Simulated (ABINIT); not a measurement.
# TiC (Fm-3m) in ABINIT: further runs

Runs on TiC. Level: PBE. Tasks: equation of state.

Everything below comes from runs of ABINIT 10.8.3 (patched build). Logs are shortened: lines on timing, memory, paths and dates and some standing lists are left out, and cuts for length are marked. The log counts tension as positive stress, the text compression.

## 1. Starting point

The structure is cubic, space group Fm-3m (No. 225). Conventional cell: a = 4.331 Å, b = 4.331 Å, c = 4.331 Å, α = 90.00°, β = 90.00°, γ = 90.00°. Ti (site symmetry m-3m) has 6 C at 2.17 Å as nearest neighbours. C (site symmetry m-3m) has 6 Ti at 2.17 Å as nearest neighbours.

The cell is a database's computed one.

## 2. Equation of state, PBE

Input file run.abi:

```
# Datasets: one volume each
ndtset 7
getwfk -1
scalecart1 3*0.9795861087
scalecart2 3*0.9864848297
scalecart3 3*0.9932883884
scalecart4 3*1.0000000000
scalecart5 3*1.0066227096
scalecart6 3*1.0131594038
scalecart7 3*1.0196128224

# Pseudopotentials
pp_dirpath "./"
pseudos "Ti.upf, C.upf"

# Structure
acell 5.7878323139 5.7878323139 5.7878323139
rprim
     0.0000000000     0.7071067812     0.7071067812
     0.7071067812     0.0000000000     0.7071067812
     0.7071067812     0.7071067812     0.0000000000
ntypat 2
znucl 22 6
natom 2
typat 1 2
xred
     0.0000000000     0.0000000000     0.0000000000
     0.5000000000     0.5000000000     0.5000000000

# Plane-wave basis
ecut 42.0

# k points
kptopt 1
ngkpt 11 11 11
nshiftk 1
shiftk 0.0 0.0 0.0

# Exchange and correlation
ixc 11

# Bands and occupations
nband 12
occopt 3
tsmear 0.00183747

# SCF cycle
nstep 100
tolvrs 1.0e-10

# Output
iomode 3
prtwf 1
prtden 0
prteig 0
prtebands 0
enunit 1
```

Potentials or basis: PseudoDojo NC SR PBE v0.5 stringent.

The run is started by

```bash
$ abinit run.abi > log 2>&1
```

run.abo:

```text
.Version 10.8.3 of ABINIT
 DATASET    1 : space group Fm -3 m (#225); Bravais cF (face-center cubic)
================================================================================
 Values of the parameters that define the memory need for DATASET  1.
     intxc =       0    ionmov =       0      iscf =       7    lmnmax =       6
     lnmax =       6     mgfft =      36  mpssoang =       3    mqgrid =    3001
     natom =       2  nloc_mem =       1    nspden =       1   nspinor =       1
    nsppol =       1      nsym =      48    n1xccc =    2501    ntypat =       2
    occopt =       3   xclevel =       2
       mpw =        1696          nfft =       46656          nkpt =          56
================================================================================
================================================================================
[... 61 lines left out ...]
 DATASET    7 : space group Fm -3 m (#225); Bravais cF (face-center cubic)
================================================================================
 Values of the parameters that define the memory need for DATASET  7.
     intxc =       0    ionmov =       0      iscf =       7    lmnmax =       6
     lnmax =       6     mgfft =      36  mpssoang =       3    mqgrid =    3001
     natom =       2  nloc_mem =       1    nspden =       1   nspinor =       1
    nsppol =       1      nsym =      48    n1xccc =    2501    ntypat =       2
    occopt =       3   xclevel =       2
       mpw =        1908          nfft =       46656          nkpt =          56
================================================================================
================================================================================

--------------------------------------------------------------------------------
------------- Echo of variables that govern the present computation ------------
--------------------------------------------------------------------------------
 -outvars: echo values of preprocessed input variables --------
            acell      5.7878323139E+00  5.7878323139E+00  5.7878323139E+00 Bohr
              amu      4.78800000E+01  1.20110000E+01
             ecut      4.20000000E+01 Hartree
           enunit           1
           getwfk          -1
                       outvar_i_n : Printing only first  50 k-points.
              ixc          11
           jdtset        1    2    3    4    5    6    7
                       outvar_i_n : Printing only first  50 k-points.
         kptrlatt       11    0    0      0   11    0      0    0   11
          kptrlen1     6.23664815E+01
          kptrlen2     6.28056965E+01
          kptrlen3     6.32388529E+01
          kptrlen4     6.36661555E+01
          kptrlen5     6.40877979E+01
          kptrlen6     6.45039641E+01
          kptrlen7     6.49148285E+01
            natom           2
            nband          12
           ndtset           7
            ngfft          36      36      36
             nkpt          56
[... 62 lines left out ...]
             xred      0.0000000000E+00  0.0000000000E+00  0.0000000000E+00
                       5.0000000000E-01  5.0000000000E-01  5.0000000000E-01
            znucl       22.00000    6.00000

================================================================================

 chkinp: Checking input parameters for consistency, jdtset=   1.

 chkinp: Checking input parameters for consistency, jdtset=   2.
[... 33 lines left out ...]
 getcut: wavevector=  0.0000  0.0000  0.0000  ngfft=  36  36  36
         ecut(hartree)=     42.000   => boxcut(ratio)=   2.17648

--- Pseudopotential description ------------------------------------------------
- pspini: atom type   1  psp file is ./Ti.upf
12 -101130 2 -1 1586                          pspcod,pspxc,lmax,lloc,mmax
     nproj     2     2     2

- pspini: atom type   2  psp file is ./C.upf
12 -101130 1 -1 1248                          pspcod,pspxc,lmax,lloc,mmax
     nproj     2     2     0

   3.03918597E+02                                ecore*ucvol(ha*bohr**3)
--------------------------------------------------------------------------------

================================================================================

--- !BeginCycle
iteration_state: {dtset: 1, }
solver: {iscf: 7, nstep: 100, nline: 4, wfoptalg: 0, }
tolerances: {tolvrs: 1.00E-10, }
...
[... 1018 lines left out ...]
-Cartesian components of stress tensor (GPa)         [Pressure= -1.2764E+01 GPa]
- sigma(1 1)=  1.27641459E+01  sigma(3 2)=  0.00000000E+00
- sigma(2 2)=  1.27641459E+01  sigma(3 1)=  0.00000000E+00
- sigma(3 3)=  1.27641459E+01  sigma(2 1)=  0.00000000E+00

== END DATASET(S) ==============================================================
================================================================================

 -outvars: echo values of variables after computation  --------
            acell      5.7878323139E+00  5.7878323139E+00  5.7878323139E+00 Bohr
           etotal1    -6.5438488322E+01
           etotal2    -6.5439861903E+01
           etotal3    -6.5440659599E+01
           etotal4    -6.5440936587E+01
           etotal5    -6.5440742722E+01
           etotal6    -6.5440122823E+01
           etotal7    -6.5439117971E+01
            fcart1    -0.0000000000E+00 -0.0000000000E+00 -0.0000000000E+00
                      -0.0000000000E+00 -0.0000000000E+00 -0.0000000000E+00
            fcart2    -0.0000000000E+00 -0.0000000000E+00 -0.0000000000E+00
                      -0.0000000000E+00 -0.0000000000E+00 -0.0000000000E+00
            fcart3    -0.0000000000E+00 -0.0000000000E+00 -0.0000000000E+00
                      -0.0000000000E+00 -0.0000000000E+00 -0.0000000000E+00
            fcart4    -0.0000000000E+00 -0.0000000000E+00 -0.0000000000E+00
                      -0.0000000000E+00 -0.0000000000E+00 -0.0000000000E+00
            fcart5    -0.0000000000E+00 -0.0000000000E+00 -0.0000000000E+00
                      -0.0000000000E+00 -0.0000000000E+00 -0.0000000000E+00
[... 38 lines left out ...]
                       0.0000000000E+00  0.0000000000E+00  0.0000000000E+00
           xangst1     0.0000000000E+00  0.0000000000E+00  0.0000000000E+00
                       2.1215080932E+00  2.1215080932E+00  2.1215080932E+00
           xangst2     0.0000000000E+00  0.0000000000E+00  0.0000000000E+00
                       2.1364487833E+00  2.1364487833E+00  2.1364487833E+00
           xangst3     0.0000000000E+00  0.0000000000E+00  0.0000000000E+00
                       2.1511833786E+00  2.1511833786E+00  2.1511833786E+00
           xangst4     0.0000000000E+00  0.0000000000E+00  0.0000000000E+00
                       2.1657188423E+00  2.1657188423E+00  2.1657188423E+00
           xangst5     0.0000000000E+00  0.0000000000E+00  0.0000000000E+00
                       2.1800617692E+00  2.1800617692E+00  2.1800617692E+00
           xangst6     0.0000000000E+00  0.0000000000E+00  0.0000000000E+00
                       2.1942184110E+00  2.1942184110E+00  2.1942184110E+00
           xangst7     0.0000000000E+00  0.0000000000E+00  0.0000000000E+00
                       2.2081947013E+00  2.2081947013E+00  2.2081947013E+00
             xred      0.0000000000E+00  0.0000000000E+00  0.0000000000E+00
                       5.0000000000E-01  5.0000000000E-01  5.0000000000E-01
 Calculation completed.
```

It took 4.6 min on 1 thread of Arm Neoverse V1, shared host; peak memory 0.12 GiB.

Results:

```yaml
Equilibrium_volume: 10.17 Å³/atom
Bulk_modulus: 251 GPa
Pressure_derivative_of_the_bulk_modulus: 4.0
```

Energy against volume, from the lowest point:
```tsv
volume (Å³/atom)	energy (meV/atom)
9.548	33.31
9.752	14.62
9.955	3.77
10.158	0.00
10.361	2.64
10.564	11.07
10.767	24.74
```

Caveat: pressures at fixed basis lie under the slope of the energies.

## 3. Equation of state, PBE

Edit run.abi of step 2 so:

```diff
@@ -13,3 +13,3 @@
 pp_dirpath "./"
-pseudos "Ti.upf, C.upf"
+pseudos "Ti_ONCV_PBE-1.2.upf, C_ONCV_PBE-1.2.upf"
 
@@ -30,3 +30,3 @@
 # Plane-wave basis
-ecut 42.0
+ecut 40.0
```

Potentials or basis: SG15 NC PBE v1.2.

The run is started by

```bash
$ abinit run.abi > log 2>&1
```

run.abo:

```text
.Version 10.8.3 of ABINIT
 DATASET    1 : space group Fm -3 m (#225); Bravais cF (face-center cubic)
================================================================================
 Values of the parameters that define the memory need for DATASET  1.
     intxc =       0    ionmov =       0      iscf =       7    lmnmax =       6
     lnmax =       6     mgfft =      36  mpssoang =       3    mqgrid =    3001
     natom =       2  nloc_mem =       1    nspden =       1   nspinor =       1
    nsppol =       1      nsym =      48    n1xccc =       0    ntypat =       2
    occopt =       3   xclevel =       2
       mpw =        1576          nfft =       46656          nkpt =          56
================================================================================
================================================================================
[... 61 lines left out ...]
 DATASET    7 : space group Fm -3 m (#225); Bravais cF (face-center cubic)
================================================================================
 Values of the parameters that define the memory need for DATASET  7.
     intxc =       0    ionmov =       0      iscf =       7    lmnmax =       6
     lnmax =       6     mgfft =      36  mpssoang =       3    mqgrid =    3001
     natom =       2  nloc_mem =       1    nspden =       1   nspinor =       1
    nsppol =       1      nsym =      48    n1xccc =       0    ntypat =       2
    occopt =       3   xclevel =       2
       mpw =        1783          nfft =       46656          nkpt =          56
================================================================================
================================================================================

--------------------------------------------------------------------------------
------------- Echo of variables that govern the present computation ------------
--------------------------------------------------------------------------------
 -outvars: echo values of preprocessed input variables --------
            acell      5.7878323139E+00  5.7878323139E+00  5.7878323139E+00 Bohr
              amu      4.78800000E+01  1.20110000E+01
             ecut      4.00000000E+01 Hartree
           enunit           1
           getwfk          -1
                       outvar_i_n : Printing only first  50 k-points.
              ixc          11
           jdtset        1    2    3    4    5    6    7
[... 290 lines left out ...]
  is sufficient for exact treatment of convolution.
  Such a large boxcut is a waste : you could raise ecut
  e.g. ecut=   49.045827 Hartrees makes boxcut=2

--------------------------------------------------------------------------------

-inwffil : will read wavefunctions from disk file runo_DS1_WFK.nc

================================================================================
[... 864 lines left out ...]
-Cartesian components of stress tensor (GPa)         [Pressure= -1.2648E+01 GPa]
- sigma(1 1)=  1.26477038E+01  sigma(3 2)=  0.00000000E+00
- sigma(2 2)=  1.26477038E+01  sigma(3 1)=  0.00000000E+00
- sigma(3 3)=  1.26477038E+01  sigma(2 1)=  0.00000000E+00

== END DATASET(S) ==============================================================
================================================================================

 -outvars: echo values of variables after computation  --------
            acell      5.7878323139E+00  5.7878323139E+00  5.7878323139E+00 Bohr
           etotal1    -6.3453955853E+01
           etotal2    -6.3455339272E+01
           etotal3    -6.3456147408E+01
           etotal4    -6.3456435348E+01
           etotal5    -6.3456252223E+01
           etotal6    -6.3455643076E+01
           etotal7    -6.3454648407E+01
            fcart1    -0.0000000000E+00 -0.0000000000E+00 -0.0000000000E+00
                      -0.0000000000E+00 -0.0000000000E+00 -0.0000000000E+00
            fcart2    -0.0000000000E+00 -0.0000000000E+00 -0.0000000000E+00
                      -0.0000000000E+00 -0.0000000000E+00 -0.0000000000E+00
            fcart3    -0.0000000000E+00 -0.0000000000E+00 -0.0000000000E+00
                      -0.0000000000E+00 -0.0000000000E+00 -0.0000000000E+00
            fcart4    -0.0000000000E+00 -0.0000000000E+00 -0.0000000000E+00
                      -0.0000000000E+00 -0.0000000000E+00 -0.0000000000E+00
            fcart5    -0.0000000000E+00 -0.0000000000E+00 -0.0000000000E+00
                      -0.0000000000E+00 -0.0000000000E+00 -0.0000000000E+00
[... 38 lines left out ...]
                       0.0000000000E+00  0.0000000000E+00  0.0000000000E+00
           xangst1     0.0000000000E+00  0.0000000000E+00  0.0000000000E+00
                       2.1215080932E+00  2.1215080932E+00  2.1215080932E+00
           xangst2     0.0000000000E+00  0.0000000000E+00  0.0000000000E+00
                       2.1364487833E+00  2.1364487833E+00  2.1364487833E+00
           xangst3     0.0000000000E+00  0.0000000000E+00  0.0000000000E+00
                       2.1511833786E+00  2.1511833786E+00  2.1511833786E+00
           xangst4     0.0000000000E+00  0.0000000000E+00  0.0000000000E+00
                       2.1657188423E+00  2.1657188423E+00  2.1657188423E+00
           xangst5     0.0000000000E+00  0.0000000000E+00  0.0000000000E+00
                       2.1800617692E+00  2.1800617692E+00  2.1800617692E+00
           xangst6     0.0000000000E+00  0.0000000000E+00  0.0000000000E+00
                       2.1942184110E+00  2.1942184110E+00  2.1942184110E+00
           xangst7     0.0000000000E+00  0.0000000000E+00  0.0000000000E+00
                       2.2081947013E+00  2.2081947013E+00  2.2081947013E+00
             xred      0.0000000000E+00  0.0000000000E+00  0.0000000000E+00
                       5.0000000000E-01  5.0000000000E-01  5.0000000000E-01
 Calculation completed.
```

It took 4 min on 1 thread of Arm Neoverse V1, shared host; peak memory 0.11 GiB.

What came out:

| Quantity | Value |
| --- | --- |
| Equilibrium volume | 10.18 Å³/atom |
| Bulk modulus | 250 GPa |
| Pressure derivative of the bulk modulus | 4.0 |

Energy against volume, from the lowest point:
```csv
volume (Å³/atom),energy (meV/atom)
9.548,33.74
9.752,14.91
9.955,3.92
10.158,0.00
10.361,2.49
10.564,10.78
10.767,24.31
```

Caveat: pressures at fixed basis lie under the slope of the energies.
